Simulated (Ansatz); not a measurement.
SrVO3:

```xyz
5
Lattice="3.8409 0.0000 0.0000 0.0000 3.8409 0.0000 0.0000 0.0000 3.8409" Properties=species:S:1:pos:R:3 pbc="T T T"
Sr    1.9204    1.9204    1.9204
V     0.0000    0.0000    0.0000
O     0.0000    0.0000    1.9204
O     0.0000    1.9204    0.0000
O     1.9204    0.0000    0.0000
```

```yaml
Program: Ansatz 0.2.0
Task: relaxation of cell and atoms
Functional: RPBE
Potentials_or_basis: Ansatz PAW
Cutoff: "420 eV (not typed: the program's choice for these potentials)"
k_mesh: 5 × 5 × 5
Occupations: fermi-dirac, width 0.05 eV
Spin: collinear spin, ferromagnetic start
Starting_moments: "[0.0, 2.0, 0.0, 0.0, 0.0] μB"
```

At the start: volume 11.33 Å³/atom.

Task: How do energy, volume and symmetry change on relaxing?

Result: It ends after 7 steps and the volume is 11.86 Å³/atom (+4.7 %); space group Pm-3m (No. 221, to 0.05 Å); moment 0.76 μB per cell.

The path:
| step | energy change (eV) | largest force (eV/Å) | volume (Å³) |
| --- | --- | --- | --- |
| 1 | 0.0000 | 0.0000 | 56.66 |
| 2 | -0.0537 | 0.0000 | 58.69 |
| 3 | -0.0545 | 0.0000 | 59.16 |
| 4 | -0.0544 | 0.0000 | 59.20 |
| 5 | -0.0653 | 0.0000 | 59.20 |
| 6 | -0.0651 | 0.0000 | 59.31 |
| 7 | -0.0655 | 0.0000 | 59.31 |

Final structure:
```yaml
crystal:
  lattice:
    - [3.89983, 0.00000, 0.00000]
    - [0.00000, 3.89983, 0.00000]
    - [0.00000, 0.00000, 3.89983]
  atoms:
    - { symbol: Sr, position: [0.50000, 0.50000, 0.50000] }
    - { symbol: V, position: [0.00000, 0.00000, 0.00000] }
    - { symbol: O, position: [0.00000, 0.00000, 0.50000] }
    - { symbol: O, position: [0.00000, 0.50000, 0.00000] }
    - { symbol: O, position: [0.50000, 0.00000, 0.00000] }
```

Caveat: the plane-wave basis is chosen anew once the cell has moved, so the energies of steps on either side of that aren't comparable; the pressure holds a Pulay correction of +0.6 GPa for the finite cutoff; the PAW data sets come from PBE, with cores solved anew for the run's functional, which leaves a small shift of forces and pressure.
